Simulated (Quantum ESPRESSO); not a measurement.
# BAs (F-43m) in Quantum ESPRESSO: equation of state

Aim: energy against volume of BAs in PBE, for its equilibrium volume and stiffness.

Program: Quantum ESPRESSO 7.5. These are calculated values, not measurements. Logs are shortened: lines on timing, memory, paths and dates and some standing lists are left out, and cuts for length are marked.

**Experimental background.**

From “Basic Physical Properties of Cubic Boron Arsenide”, 2019, arxiv:1911.11281, for a bulk crystal of BAs: bulk modulus 148 GPa.

How close the calculation comes is told below.

### 1 The crystal as given

Symmetry: F-43m, No. 216, cubic system. The conventional cell has a = 4.777 Å, b = 4.777 Å, c = 4.777 Å, α = 90.00°, β = 90.00°, γ = 90.00°. As (site symmetry -43m) is surrounded by 4 B at 2.07 Å. Around B (site symmetry -43m) lie 4 As at 2.07 Å.

### 2 Single point, PBE, 12.81 Å³/atom

File pw.in:

```
&CONTROL
  calculation = 'scf'
  prefix = 'pwscf'
  outdir = './tmp'
  pseudo_dir = './pseudo'
  tprnfor = .true.
  tstress = .true.
  disk_io = 'nowf'
/
&SYSTEM
  ibrav = 0
  nat = 2
  ntyp = 2
  ecutwfc = 55
  ecutrho = 440
  nbnd = 9
  occupations = 'smearing'
  smearing = 'fd'
  degauss = 0.00367493
/
&ELECTRONS
  conv_thr = 4d-10
  electron_maxstep = 120
  mixing_beta = 0.5
/
ATOMIC_SPECIES
As    74.9216 As.pbe-n-rrkjus_psl.0.2.UPF
B     10.8100 b_pbe_v1.4.uspp.F.UPF
CELL_PARAMETERS angstrom
   0.0000000000    2.3397414207    2.3397414207
   2.3397414207    0.0000000000    2.3397414207
   2.3397414207    2.3397414207    0.0000000000
ATOMIC_POSITIONS crystal
As     0.7500000000    0.7500000000    0.7500000000
B      0.0000000000    0.0000000000    0.0000000000
K_POINTS automatic
10 10 10 0 0 0
```

Potentials or basis: SSSP 1.3 efficiency PBE.

The run is started by

```console
OMP_NUM_THREADS=1 pw.x -in pw.in > pw.out
```

pw.out:

```text
This program is part of the open-source Quantum ESPRESSO suite
     for quantum simulation of materials; please cite
[... 6 lines left out ...]
     using ibrav=0 with symmetry is DISCOURAGED, use correct ibrav instead

     Subspace diagonalization in iterative solution of the eigenvalue problem:
     a serial algorithm will be used

     G-vector sticks info
     --------------------
     sticks:   dense  smooth     PW     G-vecs:    dense   smooth      PW
     Sum        1177     595    187                26813     9505    1687

     Using Slab Decomposition

     bravais-lattice index     =            0
     lattice parameter (alat)  =       6.2529  a.u.
     unit-cell volume          =     172.8742 (a.u.)^3
     number of atoms/cell      =            2
     number of atomic types    =            2
     number of electrons       =         8.00
     number of Kohn-Sham states=            9
     kinetic-energy cutoff     =      55.0000  Ry
     charge density cutoff     =     440.0000  Ry
     scf convergence threshold =      4.0E-10
     mixing beta               =       0.5000
     number of iterations used =            8  plain     mixing
     Exchange-correlation=  SLA  PW   PBX  PBC
                           (   1   4   3   4   0   0   0)

     celldm(1)=   6.252904  celldm(2)=   0.000000  celldm(3)=   0.000000
     celldm(4)=   0.000000  celldm(5)=   0.000000  celldm(6)=   0.000000

     crystal axes: (cart. coord. in units of alat)
               a(1) = (   0.000000   0.707107   0.707107 )
               a(2) = (   0.707107   0.000000   0.707107 )
               a(3) = (   0.707107   0.707107   0.000000 )

     reciprocal axes: (cart. coord. in units 2 pi/alat)
               b(1) = ( -0.707107  0.707107  0.707107 )
               b(2) = (  0.707107 -0.707107  0.707107 )
               b(3) = (  0.707107  0.707107 -0.707107 )

     PseudoPot. # 1 for As read from file:
     As.pbe-n-rrkjus_psl.0.2.UPF
     Pseudo is Ultrasoft + core correction, Zval =  5.0
     Generated using "atomic" code by A. Dal Corso  v.5.0.99 svn rev. 10869
     Using radial grid of 1209 points,  4 beta functions with:
                l(1) =   0
                l(2) =   0
                l(3) =   1
                l(4) =   1
     Q(r) pseudized with 0 coefficients

     PseudoPot. # 2 for B  read from file:
     b_pbe_v1.4.uspp.F.UPF
     Pseudo is Ultrasoft + core correction, Zval =  3.0
     Generated by new atomic code, or converted to UPF format
     Using radial grid of  781 points,  4 beta functions with:
                l(1) =   0
                l(2) =   0
                l(3) =   1
                l(4) =   1
     Q(r) pseudized with  8 coefficients,  rinner =    1.100   1.100   1.100

     atomic species   valence    mass     pseudopotential
     As                5.00    74.92160     As( 1.00)
     B                 3.00    10.81000     B ( 1.00)

     24 Sym. Ops. (no inversion) found

   Cartesian axes

     site n.     atom                  positions (alat units)
         1        As     tau(   1) = (   1.0606602   1.0606602   1.0606602  )
         2        B      tau(   2) = (   0.0000000   0.0000000   0.0000000  )

     number of k points=    47  Fermi-Dirac smearing, width (Ry)=  0.0037
                       cart. coord. in units 2pi/alat
        k(    1) = (   0.0000000   0.0000000   0.0000000), wk =   0.0020000
        k(    2) = (   0.0707107   0.0707107  -0.0707107), wk =   0.0160000
        k(    3) = (   0.1414214   0.1414214  -0.1414214), wk =   0.0160000
        k(    4) = (   0.2121320   0.2121320  -0.2121320), wk =   0.0160000
        k(    5) = (   0.2828427   0.2828427  -0.2828427), wk =   0.0160000
        k(    6) = (  -0.3535534  -0.3535534   0.3535534), wk =   0.0080000
[... 39 lines left out ...]
        k(   46) = (  -0.0707107  -0.3535534   0.6363961), wk =   0.0480000
        k(   47) = (  -0.7071068   0.2828427   0.0000000), wk =   0.0240000

     Dense  grid:    26813 G-vectors     FFT dimensions: (  45,  45,  45)

     Smooth grid:     9505 G-vectors     FFT dimensions: (  30,  30,  30)

     Initial potential from superposition of free atoms

     starting charge       7.9995, renormalised to       8.0000
     Starting wfcs are    8 randomized atomic wfcs +    1 random wfcs

     Self-consistent Calculation

     iteration #  1     ecut=    55.00 Ry     beta= 0.50
     Davidson diagonalization with overlap
     ethr =  1.00E-02,  avg # of iterations =  4.7

     total energy              =     -24.55657578 Ry
     estimated scf accuracy    <       0.17402914 Ry
[... 50 lines left out ...]
     iteration #  9     ecut=    55.00 Ry     beta= 0.50
     Davidson diagonalization with overlap
     ethr =  5.21E-12,  avg # of iterations =  2.0

     End of self-consistent calculation

          k = 0.0000 0.0000 0.0000 (  1243 PWs)   bands (ev):

    -6.4637   9.4967   9.4967   9.4967  12.8899  12.8899  12.8899  15.1282
    19.6052
[... 63 lines left out ...]
    -5.3861   4.8060   6.9522   8.6669  13.5469  14.0385  14.8579  17.3335
    19.8937

          k = 0.0000-0.1414 0.1414 (  1205 PWs)   bands (ev):

    -6.0034   6.9972   7.7602   9.1904  13.3826  13.4771  14.2008  16.6146
    21.2246

          k = 0.2828 0.0000 0.0000 (  1191 PWs)   bands (ev):
[... 26 lines left out ...]
    -3.7468   2.1800   4.6237   7.4402  13.1864  15.6906  16.1081  18.1415
    20.5121

          k = 0.0000-0.2828 0.2828 (  1199 PWs)   bands (ev):

    -4.6813   3.8666   5.1664   8.1440  13.6938  14.8382  15.8446  16.9979
    19.6089

          k = 0.4243 0.0000 0.0000 (  1198 PWs)   bands (ev):
[... 31 lines left out ...]
    -2.2561   1.0942   4.6241   5.3464  10.9693  11.9805  20.7735  20.7853
    22.7840

          k = 0.0000-0.5657 0.5657 (  1182 PWs)   bands (ev):

    -1.9162   0.9155   3.4928   5.5908  11.2747  14.0247  19.9185  20.3561
    21.4311

          k =-0.7071 0.0000 0.0000 (  1162 PWs)   bands (ev):

    -1.9603   0.6365   5.1854   5.1854  10.8281  10.8785  21.5649  21.5649
    23.1586

          k = 0.2828 0.1414 0.0000 (  1194 PWs)   bands (ev):
[... 36 lines left out ...]
    -2.7717   1.4212   3.8149   6.1493  13.3602  15.4536  17.3096  19.1302
    20.0344

          k = 0.0000-0.2828 0.4243 (  1189 PWs)   bands (ev):

    -3.6708   2.6217   4.1733   6.8046  13.8028  14.9864  16.1112  18.1862
    20.9427

          k =-0.1414-0.5657 0.7071 (  1195 PWs)   bands (ev):
[... 11 lines left out ...]
    -2.0900   1.2324   3.0991   5.4501  12.7213  16.4596  17.5466  18.5485
    20.8518

          k =-0.7071 0.1414 0.0000 (  1182 PWs)   bands (ev):

    -1.8949   0.7838   4.6159   4.6836  11.8754  12.0179  20.3530  20.7011
    22.6446

          k =-0.1414-0.4243 0.7071 (  1197 PWs)   bands (ev):
[... 6 lines left out ...]
    -2.0129   1.2170   3.4309   4.6881  14.3308  15.5470  16.7732  17.9598
    21.5042

          k =-0.7071 0.2828 0.0000 (  1188 PWs)   bands (ev):

    -1.7810   1.0902   3.7875   4.0301  14.0992  14.6037  17.7818  17.8424
    22.4589

     the Fermi energy is    10.0324 ev

!    total energy              =     -24.58801691 Ry
     estimated scf accuracy    <          1.4E-10 Ry
     smearing contrib. (-TS)   =      -0.00000001 Ry
     internal energy E=F+TS    =     -24.58801690 Ry

     The total energy is F=E-TS. E is the sum of the following terms:
     one-electron contribution =       6.89160300 Ry
     hartree contribution      =       1.18204506 Ry
     xc contribution           =     -12.31284773 Ry
     ewald contribution        =     -20.34881722 Ry

     convergence has been achieved in   9 iterations

     Forces acting on atoms (cartesian axes, Ry/au):

     atom    1 type  1   force =     0.00000000   -0.00000000    0.00000000
     atom    2 type  2   force =     0.00000000    0.00000000    0.00000000

     Total force =     0.000000     Total SCF correction =     0.000000

     Computing stress (Cartesian axis) and pressure

          total   stress  (Ry/bohr**3)                   (kbar)     P=      136.66
   0.00092899  -0.00000000   0.00000000          136.66       -0.00        0.00
  -0.00000000   0.00092899   0.00000000           -0.00      136.66        0.00
   0.00000000   0.00000000   0.00092899            0.00        0.00      136.66

=------------------------------------------------------------------------------=
   JOB DONE.
=------------------------------------------------------------------------------=
```

Wall time 5.9 s (1 thread of Intel Xeon 6975P-C (Granite Rapids), shared host); peak memory 0.08 GiB.

Results:

```yaml
Free_energy: -334.5370 eV
Pressure: 13.7 GPa
Band_gap_on_the_k_mesh: 1.11 eV, indirect (least direct gap 3.39 eV)
```

### 3 Single point, PBE, 13.08 Å³/atom

pw.in: that of step 2 with these lines changed.

```diff
@@ -29,5 +29,5 @@
 CELL_PARAMETERS angstrom
-   0.0000000000    2.3397414207    2.3397414207
-   2.3397414207    0.0000000000    2.3397414207
-   2.3397414207    2.3397414207    0.0000000000
+   0.0000000000    2.3562190158    2.3562190158
+   2.3562190158    0.0000000000    2.3562190158
+   2.3562190158    2.3562190158    0.0000000000
 ATOMIC_POSITIONS crystal
```

Potentials or basis: SSSP 1.3 efficiency PBE.

The run is started by

```console
OMP_NUM_THREADS=1 pw.x -in pw.in > pw.out
```

Run time: 6 s. Hardware: 1 thread of Intel Xeon 6975P-C (Granite Rapids), shared host; peak memory 0.08 GiB.

The run converged. Its results:

```yaml
Free_energy: -334.5772 eV
Pressure: 9.9 GPa
Band_gap_on_the_k_mesh: 1.13 eV, indirect (least direct gap 3.36 eV)
```

### 4 Single point, PBE, 13.35 Å³/atom

pw.in: that of step 3 with these lines changed.

```diff
@@ -29,5 +29,5 @@
 CELL_PARAMETERS angstrom
-   0.0000000000    2.3562190158    2.3562190158
-   2.3562190158    0.0000000000    2.3562190158
-   2.3562190158    2.3562190158    0.0000000000
+   0.0000000000    2.3724693156    2.3724693156
+   2.3724693156    0.0000000000    2.3724693156
+   2.3724693156    2.3724693156    0.0000000000
 ATOMIC_POSITIONS crystal
```

The run is started by

```console
OMP_NUM_THREADS=1 pw.x -in pw.in > pw.out
```

Run time: 5.6 s. Hardware: 1 thread of Intel Xeon 6975P-C (Granite Rapids), shared host; peak memory 0.08 GiB.

Results (log left out):

```
Free energy            : -334.6052 eV
Pressure               : 6.5 GPa
Band gap on the k mesh : 1.15 eV, indirect (least direct gap 3.33 eV)
```

### 5 Single point, PBE, 13.63 Å³/atom

pw.in: that of step 4 with these lines changed.

```diff
@@ -29,5 +29,5 @@
 CELL_PARAMETERS angstrom
-   0.0000000000    2.3724693156    2.3724693156
-   2.3724693156    0.0000000000    2.3724693156
-   2.3724693156    2.3724693156    0.0000000000
+   0.0000000000    2.3885000000    2.3885000000
+   2.3885000000    0.0000000000    2.3885000000
+   2.3885000000    2.3885000000    0.0000000000
 ATOMIC_POSITIONS crystal
```

The run is started by

```console
OMP_NUM_THREADS=1 pw.x -in pw.in > pw.out
```

It took 6 s on 1 thread of Intel Xeon 6975P-C (Granite Rapids), shared host; peak memory 0.08 GiB.

Results (log left out):

| Property | Result |
| --- | --- |
| Free energy | -334.6223 eV |
| Pressure | 3.4 GPa |
| Band gap on the k mesh | 1.17 eV, indirect (least direct gap 3.31 eV) |

### 6 Single point, PBE, 13.90 Å³/atom

pw.in: that of step 5 with these lines changed.

```diff
@@ -29,5 +29,5 @@
 CELL_PARAMETERS angstrom
-   0.0000000000    2.3885000000    2.3885000000
-   2.3885000000    0.0000000000    2.3885000000
-   2.3885000000    2.3885000000    0.0000000000
+   0.0000000000    2.4043183418    2.4043183418
+   2.4043183418    0.0000000000    2.4043183418
+   2.4043183418    2.4043183418    0.0000000000
 ATOMIC_POSITIONS crystal
```

Potentials or basis: SSSP 1.3 efficiency PBE.

The run is started by

```console
OMP_NUM_THREADS=1 pw.x -in pw.in > pw.out
```

pw.out:

```text
This program is part of the open-source Quantum ESPRESSO suite
     for quantum simulation of materials; please cite
[... 6 lines left out ...]
     using ibrav=0 with symmetry is DISCOURAGED, use correct ibrav instead

     Subspace diagonalization in iterative solution of the eigenvalue problem:
     a serial algorithm will be used

     G-vector sticks info
     --------------------
     sticks:   dense  smooth     PW     G-vecs:    dense   smooth      PW
     Sum        1261     637    199                29363    10417    1837

     Using Slab Decomposition

     bravais-lattice index     =            0
     lattice parameter (alat)  =       6.4255  a.u.
     unit-cell volume          =     187.5869 (a.u.)^3
     number of atoms/cell      =            2
     number of atomic types    =            2
     number of electrons       =         8.00
     number of Kohn-Sham states=            9
     kinetic-energy cutoff     =      55.0000  Ry
     charge density cutoff     =     440.0000  Ry
     scf convergence threshold =      4.0E-10
     mixing beta               =       0.5000
     number of iterations used =            8  plain     mixing
     Exchange-correlation=  SLA  PW   PBX  PBC
                           (   1   4   3   4   0   0   0)

     celldm(1)=   6.425484  celldm(2)=   0.000000  celldm(3)=   0.000000
     celldm(4)=   0.000000  celldm(5)=   0.000000  celldm(6)=   0.000000

     crystal axes: (cart. coord. in units of alat)
[... 48 lines left out ...]
        k(    4) = (   0.2121320   0.2121320  -0.2121320), wk =   0.0160000
        k(    5) = (   0.2828427   0.2828427  -0.2828427), wk =   0.0160000
        k(    6) = (  -0.3535534  -0.3535534   0.3535534), wk =   0.0080000
[... 39 lines left out ...]
        k(   46) = (  -0.0707107  -0.3535534   0.6363961), wk =   0.0480000
        k(   47) = (  -0.7071068   0.2828427   0.0000000), wk =   0.0240000

     Dense  grid:    29363 G-vectors     FFT dimensions: (  45,  45,  45)

     Smooth grid:    10417 G-vectors     FFT dimensions: (  32,  32,  32)

     Initial potential from superposition of free atoms

     starting charge       7.9995, renormalised to       8.0000
     Starting wfcs are    8 randomized atomic wfcs +    1 random wfcs

     Self-consistent Calculation

     iteration #  1     ecut=    55.00 Ry     beta= 0.50
     Davidson diagonalization with overlap
     ethr =  1.00E-02,  avg # of iterations =  4.6

     total energy              =     -24.56749846 Ry
     estimated scf accuracy    <       0.14485935 Ry
[... 50 lines left out ...]
     iteration #  9     ecut=    55.00 Ry     beta= 0.50
     Davidson diagonalization with overlap
     ethr =  5.06E-12,  avg # of iterations =  2.1

     End of self-consistent calculation

          k = 0.0000 0.0000 0.0000 (  1291 PWs)   bands (ev):

    -6.8281   8.3776   8.3776   8.3776  11.6568  11.6568  11.6568  12.9182
    18.0461
[... 228 lines left out ...]
    -2.6172   0.3632   3.1538   3.3886  12.9260  13.2366  16.1501  16.2901
    20.6201

     the Fermi energy is     8.9565 ev

!    total energy              =     -24.59480091 Ry
     estimated scf accuracy    <          1.1E-10 Ry
     smearing contrib. (-TS)   =      -0.00000001 Ry
     internal energy E=F+TS    =     -24.59480091 Ry

     The total energy is F=E-TS. E is the sum of the following terms:
     one-electron contribution =       6.15775435 Ry
     hartree contribution      =       1.25265353 Ry
     xc contribution           =     -12.20293482 Ry
     ewald contribution        =     -19.80227397 Ry

     convergence has been achieved in   9 iterations

     Forces acting on atoms (cartesian axes, Ry/au):

     atom    1 type  1   force =     0.00000000    0.00000000    0.00000000
     atom    2 type  2   force =    -0.00000000    0.00000000   -0.00000000

     Total force =     0.000000     Total SCF correction =     0.000000

     Computing stress (Cartesian axis) and pressure

          total   stress  (Ry/bohr**3)                   (kbar)     P=        6.57
   0.00004465   0.00000000   0.00000000            6.57        0.00        0.00
   0.00000000   0.00004465   0.00000000            0.00        6.57        0.00
   0.00000000   0.00000000   0.00004465            0.00        0.00        6.57

=------------------------------------------------------------------------------=
   JOB DONE.
=------------------------------------------------------------------------------=
```

Wall time 5.5 s (1 thread of Intel Xeon 6975P-C (Granite Rapids), shared host); peak memory 0.08 GiB.

What came out:

| Item | Value |
| --- | --- |
| Free energy | -334.6293 eV |
| Pressure | 0.7 GPa |
| Band gap on the k mesh | 1.19 eV, indirect (least direct gap 3.28 eV) |

### 7 Single point, PBE, 14.17 Å³/atom

pw.in: that of step 6 with these lines changed.

```diff
@@ -29,5 +29,5 @@
 CELL_PARAMETERS angstrom
-   0.0000000000    2.4043183418    2.4043183418
-   2.4043183418    0.0000000000    2.4043183418
-   2.4043183418    2.4043183418    0.0000000000
+   0.0000000000    2.4199312360    2.4199312360
+   2.4199312360    0.0000000000    2.4199312360
+   2.4199312360    2.4199312360    0.0000000000
 ATOMIC_POSITIONS crystal
```

The run is started by

```console
OMP_NUM_THREADS=1 pw.x -in pw.in > pw.out
```

It took 6.1 s on 1 thread of Intel Xeon 6975P-C (Granite Rapids), shared host; peak memory 0.08 GiB.

Results (log left out):

```yaml
Free_energy: -334.6274 eV
Pressure: -1.9 GPa
Band_gap_on_the_k_mesh: 1.21 eV, indirect (least direct gap 3.25 eV)
```

### 8 Single point, PBE, 14.44 Å³/atom

pw.in: that of step 7 with these lines changed.

```diff
@@ -29,5 +29,5 @@
 CELL_PARAMETERS angstrom
-   0.0000000000    2.4199312360    2.4199312360
-   2.4199312360    0.0000000000    2.4199312360
-   2.4199312360    2.4199312360    0.0000000000
+   0.0000000000    2.4353452264    2.4353452264
+   2.4353452264    0.0000000000    2.4353452264
+   2.4353452264    2.4353452264    0.0000000000
 ATOMIC_POSITIONS crystal
```

The run is started by

```console
OMP_NUM_THREADS=1 pw.x -in pw.in > pw.out
```

It took 5.1 s on 1 thread of Intel Xeon 6975P-C (Granite Rapids), shared host; peak memory 0.09 GiB.

The run converged. Its results:

- Free energy: -334.6173 eV
- Pressure: -4.1 GPa
- Band gap on the k mesh: 1.23 eV, indirect (least direct gap 3.23 eV)

### 9 Equation of state, PBE

Potentials or basis: SSSP 1.3 efficiency PBE.

This step only gathers the single runs of the series.

What came out:

| Property | Result |
| --- | --- |
| Equilibrium volume | 13.97 Å³/atom |
| Bulk modulus | 132 GPa |
| Pressure derivative of the bulk modulus | 4.1 |

Energy against volume, from the lowest point:
| volume (Å³/atom) | energy (meV/atom) |
| --- | --- |
| 12.809 | 46.15 |
| 13.081 | 26.05 |
| 13.354 | 12.04 |
| 13.626 | 3.53 |
| 13.899 | 0.00 |
| 14.171 | 0.97 |
| 14.444 | 6.01 |

PBE usually gives volumes a little too large and moduli too small.

### 10 How close it comes

Step 9. Measured bulk modulus of BAs: 148 GPa (quoted in “Basic Physical Properties of Cubic Boron Arsenide”, 2019, arxiv:1911.11281). This calculation gives 132 GPa (-10.8 %). The fit is for a static lattice scaled at fixed shape and fixed fractional positions.
